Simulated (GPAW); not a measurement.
Input of a GPAW 26.7.0 run:

File run.py:

```python
from ase import Atoms
from ase.calculators.mixing import SumCalculator
from ase.filters import FrechetCellFilter
from ase.io import write
from ase.optimize import BFGS
from dftd3.ase import DFTD3
from gpaw import GPAW, PW, setup_paths

setup_paths.insert(0, '.')

atoms = Atoms(['Zr', 'S'],
              cell=[[0.0, 2.625, 2.625],
                    [2.625, 0.0, 2.625],
                    [2.625, 2.625, 0.0]],
              scaled_positions=[[0.0, 0.0, 0.0],
                                [0.5, 0.5, 0.5]],
              pbc=True)

calc = GPAW(mode=PW(600),
            xc='PBEsol',
            kpts={'size': (9, 9, 9), 'gamma': True},
            occupations={'name': 'fermi-dirac', 'width': 0.05},
            nbands=19,
            convergence={'density': 1e-05, 'forces': 0.0001},
            maxiter=150,
            txt='gpaw.txt')
atoms.calc = SumCalculator([calc, DFTD3(method='pbesol', damping='d3zero')])
opt = BFGS(FrechetCellFilter(atoms), trajectory='relax.traj', logfile='-')
done = opt.run(fmax=0.02, steps=60)
calc.write('gs.gpw')
write('result.traj', atoms)
print('Converged:', done)
print('Cell:', atoms.cell.cellpar().round(4))
print('Volume:', round(atoms.get_volume(), 4))
print(atoms.get_scaled_positions().round(5))
```

Potentials or basis: PAW data sets generated in the run's folder for this functional, pw.

The run is started by

```console
$ gpaw-setup -f PBEsol S Zr
$ OMP_NUM_THREADS=1 python run.py
```

Question: Predict the band gap on the k mesh.

Answer: None (metal or under the smearing width).

Question: Estimate the space group after relaxing (to 0.05 Å).

Answer: Fm-3m (No. 225).

Question: What does it give for the dispersion energy per atom?

Answer: -0.273 eV.

Question: Predict the relaxed cell.

Answer: a = 3.629 Å, b = 3.629 Å, c = 3.629 Å, α = 60.00°, β = 60.00°, γ = 60.00°.

Step by step:
| step | energy change (eV) | largest force (eV/Å) | pressure (GPa) | volume (Å³) |
| --- | --- | --- | --- | --- |
| 1 | 0.0000 | 0.0000 | -9.19 | 36.18 |
| 2 | -0.0388 | 0.0000 | -6.54 | 35.38 |
| 3 | -0.0716 | 0.0000 | 0.68 | 33.63 |
| 4 | -0.0720 | 0.0000 | -0.04 | 33.78 |

Caveat: later steps reuse the first step's grids; pairwise dispersion overbinds metals, which lowers pressure and volume.
